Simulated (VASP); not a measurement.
Set up this calculation in VASP 6.6.1, as the native input.

```yaml
Task: single point
Functional: PBE
Potentials_or_basis: VASP PAW PBE potentials, release 64 (Ni)
Cutoff: 520 eV
k_mesh: 13 × 13 × 13
Occupations: gaussian, width 0.027 eV
Spin: collinear spin, ferromagnetic start
Starting_moments: "[1.0] μB"
Further_INCAR_settings: ALGO = Normal; EDIFF = 1e-07; NBANDS = 15
```

The structure of Ni lies in POSCAR:

```
Ni
1.0
    0.0000000000      1.7375729330      1.7375729330
    1.7375729330      0.0000000000      1.7375729330
    1.7375729330      1.7375729330      0.0000000000
Ni
1
Direct
    0.0000000000      0.0000000000      0.0000000000
```

One way to write it, as run:

INCAR

```
PREC = Accurate
ENCUT = 520
EDIFF = 1E-7
ISMEAR = 0
SIGMA = 0.027000000000000003
LREAL = False
LASPH = True
NELM = 120
ALGO = Normal
ISIF = 2
LWAVE = False
LCHARG = True
ISPIN = 2
MAGMOM = 1
LORBIT = 11
LMAXMIX = 4
GGA = PE
LELF = True
LVHAR = True
NBANDS = 15
```

KPOINTS

```
regular mesh
0
Gamma
  13 13 13
```

Potentials or basis: VASP PAW PBE potentials, release 64 (Ni).

The run is started by

```sh
$ cat potpaw_PBE.64/Ni/POTCAR > POTCAR
$ mpirun -np 1 vasp_std > vasp.out
```

It gave:

```yaml
Pressure: 7.8 GPa
Band_gap_on_the_k_mesh: none (metal or under the smearing width)
Net_moment: 0.62 μB per cell
Site_moments: Ni +0.63 μB
Valence_electrons_inside_the_program's_atomic_spheres: Ni 9.38
```

It took 19 s on 1 thread of Intel(R) Xeon(R) Platinum 8488C (Sapphire Rapids) (shared host), peak memory 0.13 GiB.
